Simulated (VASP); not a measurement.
# NaI (Fm-3m) in VASP: a series of runs, part 2 of 2

VASP 6.6.1. Earlier steps stand in the parts before.

**4. Single point, PBE**

INCAR reads:

```
SYSTEM = NaI
PREC = Accurate ; ENCUT = 300
EDIFF = 1E-6 ; ISMEAR = 0
SIGMA = 0.05 ; LREAL = .FALSE.
LASPH = .TRUE. ; NELM = 100
ALGO = Normal ; ISIF = 2
LWAVE = .FALSE. ; LCHARG = .FALSE.
GGA = PE ; NBANDS = 14
ADDGRID = .FALSE.
```

KPOINTS reads:

```
Automatic mesh
0
G
  9 9 9
  0 0 0
```

POSCAR reads:

```
NaI
1.0
    0.0000000000      3.2364000000      3.2364000000
    3.2364000000      0.0000000000      3.2364000000
    3.2364000000      3.2364000000      0.0000000000
I Na
1 1
Direct
    0.5000000000      0.5000000000      0.5000000000
    0.0000000000      0.0000000000      0.0000000000
```

Potentials or basis: VASP PAW PBE potentials, release 64 (I, Na_pv).

On the command line:

```sh
$ cat potpaw_PBE.64/I/POTCAR potpaw_PBE.64/Na_pv/POTCAR > POTCAR
$ mpirun -np 1 vasp_std > vasp.out
```

OUTCAR:

```text
SYSTEM = NaI
   PREC = Accurate
   ENCUT = 300
   EDIFF = 1E-6
   ISMEAR = 0
   LREAL = .FALSE.
   LASPH = .TRUE.
   NELM = 100
   ISIF = 2
   GGA = PE

 Found     35 irreducible k-points:

 Following reciprocal coordinates:
            Coordinates               Weight
  0.000000  0.000000  0.000000      1.000000
  0.111111  0.000000  0.000000      8.000000
  0.222222  0.000000  0.000000      8.000000
  0.333333  0.000000  0.000000      8.000000
  0.444444  0.000000  0.000000      8.000000
  0.111111  0.111111  0.000000      6.000000
   k-points           NKPTS =     35   k-points in BZ     NKDIM =     35   number of bands    NBANDS=     14
[... 182 lines left out ...]
  --------------------------------------------------------------------------------------
  -------------------------------------------------------------------------------------
  Total        0.1658337      0.1658337      0.1658337      0.0000000      0.0000000      0.0000000
  in kB        3.9189244      3.9189244      3.9189244      0.0000000      0.0000000      0.0000000
  external PRESSURE =       3.9189244 kB  Pullay stress =       0.0000000 kB

 VOLUME and BASIS-vectors are now :
 -----------------------------------------------------------------------------
  energy-cutoff  :      300.00
  volume of cell :       67.80
      direct lattice vectors                 reciprocal lattice vectors
     0.000000000  3.236400000  3.236400000    -0.154492646  0.154492646  0.154492646
     3.236400000  0.000000000  3.236400000     0.154492646 -0.154492646  0.154492646
     3.236400000  3.236400000  0.000000000     0.154492646  0.154492646 -0.154492646

 POSITION                                       TOTAL-FORCE (eV/Angst)
 -----------------------------------------------------------------------------------
      3.23640      3.23640      3.23640        -0.000000      0.000000      0.000000
      0.00000      0.00000      0.00000         0.000000     -0.000000     -0.000000
 -----------------------------------------------------------------------------------
    total drift:                                0.000000      0.000000      0.000000

  FREE ENERGIE OF THE ION-ELECTRON SYSTEM (eV)
  ---------------------------------------------------
  free  energy   TOTEN  =        -5.3857042582 eV

  energy  without entropy=       -5.3857042582  energy(sigma->0) =       -5.38570426
```

OSZICAR:

```text
N       E                     dE             d eps       ncg     rms          rms(c)
DAV:   1     0.643180918181E+02    0.64318E+02   -0.51183E+03  1012   0.586E+02
DAV:   2    -0.101501570137E+01   -0.65333E+02   -0.62129E+02  1070   0.174E+02
DAV:   3    -0.535776045009E+01   -0.43427E+01   -0.43266E+01  1280   0.480E+01
DAV:   4    -0.545296313312E+01   -0.95203E-01   -0.95195E-01  1314   0.726E+00
DAV:   5    -0.545370774673E+01   -0.74461E-03   -0.74461E-03  1310   0.548E-01    0.160E+00
DAV:   6    -0.539235159393E+01    0.61356E-01   -0.70041E-02  1190   0.147E+00    0.111E+00
DAV:   7    -0.538368195583E+01    0.86696E-02   -0.63398E-02  1220   0.125E+00    0.621E-01
DAV:   8    -0.538571319800E+01   -0.20312E-02   -0.52431E-03  1118   0.552E-01    0.182E-01
DAV:   9    -0.538568433864E+01    0.28859E-04   -0.20256E-04  1106   0.117E-01    0.369E-02
DAV:  10    -0.538570206617E+01   -0.17728E-04   -0.32086E-05  1196   0.544E-02    0.818E-03
DAV:  11    -0.538570375713E+01   -0.16910E-05   -0.32460E-06  1262   0.153E-02    0.166E-03
DAV:  12    -0.538570425819E+01   -0.50106E-06   -0.50342E-07   998   0.542E-03
   1 F= -.53857043E+01 E0= -.53857043E+01  d E =-.864196E-11
```

Run time: 16 s. Hardware: 1 thread of Intel Xeon Platinum 8488C (Sapphire Rapids), shared host; peak memory 0.15 GiB.

The run converged, but some of its settings lie outside the range that counts as converged, so its numbers aren't taken as properties of the crystal.

What came out:

```
Free energy            : -5.3857 eV
Pressure               : 0.4 GPa
Band gap on the k mesh : 3.64 eV, direct
```

Caveat: the cutoff is under 1.25 times the usual one of these potentials, so pressure, stress and relaxed cells hold a basis-set (Pulay) error; spin-orbit coupling is left out, which moves the levels of the heavy elements; an odd mesh through Γ misses points on the zone boundary, where band edges often lie.

**5. Single point, PBE**

Edit INCAR of step 4 so:

```diff
@@ -1,3 +1,3 @@
 SYSTEM = NaI
-PREC = Accurate ; ENCUT = 300
+PREC = Accurate ; ENCUT = 350
 EDIFF = 1E-6 ; ISMEAR = 0
```

KPOINTS is that of step 4.

POSCAR is that of step 4.

Potentials or basis: VASP PAW PBE potentials, release 64 (I, Na_pv).

On the command line:

```sh
$ cat potpaw_PBE.64/I/POTCAR potpaw_PBE.64/Na_pv/POTCAR > POTCAR
$ mpirun -np 1 vasp_std > vasp.out
```

OUTCAR:

```text
SYSTEM = NaI
   PREC = Accurate
   ENCUT = 350
   EDIFF = 1E-6
   ISMEAR = 0
   LREAL = .FALSE.
   LASPH = .TRUE.
   NELM = 100
   ISIF = 2
   GGA = PE

 Found     35 irreducible k-points:

 Following reciprocal coordinates:
            Coordinates               Weight
  0.000000  0.000000  0.000000      1.000000
  0.111111  0.000000  0.000000      8.000000
  0.222222  0.000000  0.000000      8.000000
  0.333333  0.000000  0.000000      8.000000
  0.444444  0.000000  0.000000      8.000000
  0.111111  0.111111  0.000000      6.000000
   k-points           NKPTS =     35   k-points in BZ     NKDIM =     35   number of bands    NBANDS=     14
   number of dos      NEDOS =    301   number of ions     NIONS =      2
   total plane-waves  NPLWV =  21952
   dimension x,y,z NGX =    28 NGY =   28 NGZ =   28
   dimension x,y,z NGXF=    56 NGYF=   56 NGZF=   56
   ions per type =               1   1
   NGX,Y,Z   is equivalent  to a cutoff of  10.17, 10.17, 10.17 a.u.
   NGXF,Y,Z  is equivalent  to a cutoff of  20.34, 20.34, 20.34 a.u.
 SYSTEM =  NaI
   PREC   = accura    normal or accurate (medium, high low for compatibility)
   ISTART =      0    job   : 0-new  1-cont  2-samecut
   ICHARG =      2    charge: 1-file 2-atom 10-const
   ISPIN  =      1    spin polarized calculation?
   LNONCOLLINEAR =      F non collinear calculations
   LSORBIT =      F    spin-orbit coupling
   LASPH  =      T    aspherical Exc in radial PAW
[... 73 lines left out ...]
     14      11.2425      0.00000
[... 71 lines left out ...]
      1     -21.6229      2.00000
      2     -21.6225      2.00000
      3     -21.6225      2.00000
      4     -10.1658      2.00000
      5       0.4213      2.00000
      6       0.7047      2.00000
      7       0.7047      2.00000
      8       5.0161      0.00000
      9       8.1713      0.00000
     10       9.0186      0.00000
     11       9.0187      0.00000
     12       9.5095      0.00000
     13      10.6932      0.00000
     14      12.1401      0.00000

 [... further k-points ...]

------------------------ aborting loop because EDIFF is reached ----------------------------------------

  FORCE on cell =-STRESS in cart. coord.  units (eV):
  Direction    XX          YY          ZZ          XY          YZ          ZX
  --------------------------------------------------------------------------------------
  -------------------------------------------------------------------------------------
  Total        0.1521370      0.1521370      0.1521370      0.0000000      0.0000000     -0.0000000
  in kB        3.5952481      3.5952481      3.5952481      0.0000000      0.0000000     -0.0000000
  external PRESSURE =       3.5952481 kB  Pullay stress =       0.0000000 kB

 VOLUME and BASIS-vectors are now :
 -----------------------------------------------------------------------------
  energy-cutoff  :      350.00
  volume of cell :       67.80
      direct lattice vectors                 reciprocal lattice vectors
     0.000000000  3.236400000  3.236400000    -0.154492646  0.154492646  0.154492646
     3.236400000  0.000000000  3.236400000     0.154492646 -0.154492646  0.154492646
     3.236400000  3.236400000  0.000000000     0.154492646  0.154492646 -0.154492646

 POSITION                                       TOTAL-FORCE (eV/Angst)
 -----------------------------------------------------------------------------------
      3.23640      3.23640      3.23640         0.000000     -0.000000     -0.000000
      0.00000      0.00000      0.00000        -0.000000      0.000000      0.000000
 -----------------------------------------------------------------------------------
    total drift:                                0.000000      0.000000      0.000000

  FREE ENERGIE OF THE ION-ELECTRON SYSTEM (eV)
  ---------------------------------------------------
  free  energy   TOTEN  =        -5.3851038666 eV

  energy  without entropy=       -5.3851038666  energy(sigma->0) =       -5.38510387
```

stdout:

```text
POSCAR found type information on POSCAR I Na
 POSCAR found :  2 types and       2 ions
 scaLAPACK will be used
 LDA part: xc-table for (Slater+PW92), standard interpolation
 POSCAR, INCAR and KPOINTS ok, starting setup
 FFT: planning ... GRIDC
 FFT: planning ... GRID_SOFT
 FFT: planning ... GRID
 WAVECAR not read
 entering main loop
```

Run time: 14 s. Hardware: 1 thread of Intel Xeon Platinum 8488C (Sapphire Rapids), shared host; peak memory 0.15 GiB.

The run converged, but some of its settings lie outside the range that counts as converged, so its numbers aren't taken as properties of the crystal.

Results:

* Free energy: -5.3851 eV
* Pressure: 0.4 GPa
* Band gap on the k mesh: 3.64 eV, direct

Caveat: spin-orbit coupling is left out, which moves the levels of the heavy elements; an odd mesh through Γ misses points on the zone boundary, where band edges often lie.

**6. Single point, PBE**

Edit INCAR of step 5 so:

```diff
@@ -1,3 +1,3 @@
 SYSTEM = NaI
-PREC = Accurate ; ENCUT = 350
+PREC = Accurate ; ENCUT = 450
 EDIFF = 1E-6 ; ISMEAR = 0
```

KPOINTS reads:

```
Automatic mesh
0
G
  8 8 8
  0 0 0
```

POSCAR is that of step 5.

Potentials or basis: VASP PAW PBE potentials, release 64 (I, Na_pv).

On the command line:

```sh
$ cat potpaw_PBE.64/I/POTCAR potpaw_PBE.64/Na_pv/POTCAR > POTCAR
$ mpirun -np 1 vasp_std > vasp.out
```

It took 14 s on 1 thread of Intel Xeon Platinum 8488C (Sapphire Rapids), shared host; peak memory 0.18 GiB.

These settings aren't checked as converged: the numbers below hold their error.

What came out:

```yaml
Free_energy: -5.3849 eV
Pressure: 0.4 GPa
Band_gap_on_the_k_mesh: 3.64 eV, direct
```

Caveat: spin-orbit coupling is left out, which moves the levels of the heavy elements.

**7. The reference run**

An earlier run on the cell as given: functional PBE; potentials or basis VASP PAW PBE potentials, release 64 (I, Na_pv); cutoff 520 eV; k mesh 7 × 7 × 7; occupations fermi-dirac, width 0.05 eV; no spin polarisation.

- Pressure: 0.4 GPa
- Band gap on the k mesh: 3.64 eV, direct
